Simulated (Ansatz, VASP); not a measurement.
**One calculation of N, two programs**

Contents of POSCAR:

```
N
1.0
    4.1070556188      0.0000000000      0.0000000000
    0.0000000000      4.1070556188      0.0000000000
    0.0000000000      0.0000000000      5.3669212219
N
4
Direct
    0.9059077494      0.9059077494      0.0000000000
    0.5940922506      0.4059077494      0.5000000000
    0.0940922506      0.0940922506      0.0000000000
    0.4059077494      0.5940922506      0.5000000000
```

File INCAR.step1:

```
PREC = Accurate
ENCUT = 600
ISMEAR = 0
SIGMA = 0.02
LREAL = False
LASPH = True
NELM = 100
GGA = PE
ALGO = Normal
EDIFF = 1E-4
LWAVE = True
LCHARG = False
```

File INCAR.step2:

```
PREC = Accurate
ENCUT = 600
EDIFF = 1E-6
ISMEAR = 0
SIGMA = 0.02
LREAL = False
LASPH = True
NELM = 100
ALGO = Normal
ISIF = 3
LWAVE = False
LCHARG = False
METAGGA = R2SCAN
LMIXTAU = True
IBRION = 2
NSW = 100
EDIFFG = -0.005
ISTART = 1
```

File KPOINTS:

```
regular mesh
0
Gamma
  6 6 4
```

Input for Ansatz:

```yaml
crystal:
  lattice:
    - [4.1070556188, 0.0, 0.0]
    - [0.0, 4.1070556188, 0.0]
    - [0.0, 0.0, 5.3669212219]
  atoms:
    - { symbol: "N", position: [0.9059077494, 0.9059077494, 0.0] }
    - { symbol: "N", position: [0.5940922506, 0.4059077494, 0.5] }
    - { symbol: "N", position: [0.0940922506, 0.0940922506, 0.0] }
    - { symbol: "N", position: [0.4059077494, 0.5940922506, 0.5] }
basis:
  ecutwfc: 500
kpoints:
  mp_grid: { grid: [6, 6, 4] }
hamiltonian:
  xc: r2scan
scf:
  occupations: { method: gaussian, width: 0.02 }
output:
  forces: true
  stress: true
  eigenvalues: true
relax:
  adjacent_minimum: "off"
  f_tol: 0.005
  max_steps: 80
  cell: { stress_tol: 0.05 }
```

Alike in both runs: task relaxation of cell and atoms; functional r2SCAN; k mesh 6 × 6 × 4; occupations gaussian, width 0.02 eV; no spin polarisation.

```csv
,VASP,Ansatz
version,VASP 6.6.1,Ansatz 0.2.0
potentials or method,"VASP PAW PBE potentials, release 64 (N)","scalar-relativistic, plane waves, PAW"
plane-wave cutoff (eV),600,500
valence electrons in the cell,20,20
```

|  | VASP | Ansatz | Ansatz less VASP |
| --- | --- | --- | --- |
| gap on the k mesh at the Fermi level, each at its own relaxed structure (eV) | 7.52 | 7.88 | +0.363 |
| relaxed volume (Å³/atom) | 21.96 | 23.70 | +1.734 |
| relaxed cell length with the largest relative difference (Å) | 4.058 | 4.186 | +0.1279 |
| energy change over the relaxation (meV/atom) | -7 | 0 | +6.8 |

One of these differences is far larger than is usual between the two programs; its cause wasn't traced.

Caveats: the standard files for N, O and F lose accuracy on very short bonds; the PAW data sets were made with another functional, which shifts forces and pressure a little (VASP). r2SCAN opens gaps a little over a GGA but as a rule still falls short of measured ones. A k mesh can miss the band edges.
